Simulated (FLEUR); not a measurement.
## Al: equation of state with PBEsol

**Experimental background.**

“The interpretation of polycrystalline coherent inelastic neutron scattering from aluminium”, 2013, pmc:3831299 quotes, for a bulk crystal of Al: bulk modulus 76.9 GPa.

Crystal: Al.

```
CELL_PARAMETERS angstrom
0.00000 2.02481 2.02481
2.02481 0.00000 2.02481
2.02481 2.02481 0.00000
ATOMIC_POSITIONS crystal
Al 0.00000 0.00000 0.00000
```

```yaml
Program: FLEUR MaX-R8.1 (later development tree)
Task: equation of state
Functional: PBEsol
Potentials_or_basis: all-electron
Basis: FLAPW
Kmax: 4.1 1/bohr
k_mesh: 11 × 11 × 11
Occupations: fermi-dirac, width 0.05 eV
Spin: no spin polarisation
Gmax: 12.7 1/bohr
Muffin-tin_radii: Al 2.45 bohr
lmax: Al 10
lnonsphr: Al 10
Local_orbitals_a_species: Al 4
```

```
Equilibrium volume                      : 16.21 Å³/atom
Bulk modulus                            : 83 GPa
Pressure derivative of the bulk modulus : 4.4
```

Energy against volume, from the lowest point:
```csv
volume (Å³/atom),energy (meV/atom)
15.607,6.07
15.939,1.11
16.271,0.00
16.603,2.33
16.935,7.78
17.267,15.99
17.599,26.67
```

Against the measured bulk modulus of Al, 76.9 GPa (quoted in “The interpretation of polycrystalline coherent inelastic neutron scattering from aluminium”, 2013, pmc:3831299), the calculated 83 GPa is off by +8.0 %. The fit is for a static lattice scaled at fixed shape and fixed fractional positions. The cell as given is a measured one (16.60 Å³/atom); PBEsol puts the equilibrium volume -2.4 % from it, thermal expansion not counted.
